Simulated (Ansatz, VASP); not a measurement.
## Ir in VASP and in Ansatz

```xyz
1
Lattice="0.0000 1.9228 1.9228 1.9228 0.0000 1.9228 1.9228 1.9228 0.0000" Properties=species:S:1:pos:R:3 pbc="T T T"
Ir    0.0000    0.0000    0.0000
```

Alike in both runs: task single point; functional r2SCAN; k mesh 14 × 14 × 14; occupations fermi-dirac, width 0.2 eV; no spin polarisation.

|  | VASP | Ansatz |
| --- | --- | --- |
| version | VASP 6.6.1 | Ansatz 0.2.0 |
| potentials or method | VASP PAW PBE potentials, release 64 (Ir) | plane waves (500 eV) with PAW, scalar-relativistic |
| plane-wave cutoff (eV) | 520 | 500 |
| valence electrons in the cell | 9 | 17 |

|  | VASP | Ansatz | Ansatz less VASP |
| --- | --- | --- | --- |
| pressure (GPa) | 3.3 | 0.8 | -2.50 |

The functional is the same, so the differences come from potentials, cutoffs and numerics. The two sets of potentials don't hold the same shells in valence.

Caveats: the PAW data sets were made with another functional, which shifts forces and pressure a little (VASP). Spin-orbit coupling is left out, which matters for the levels of Ir.
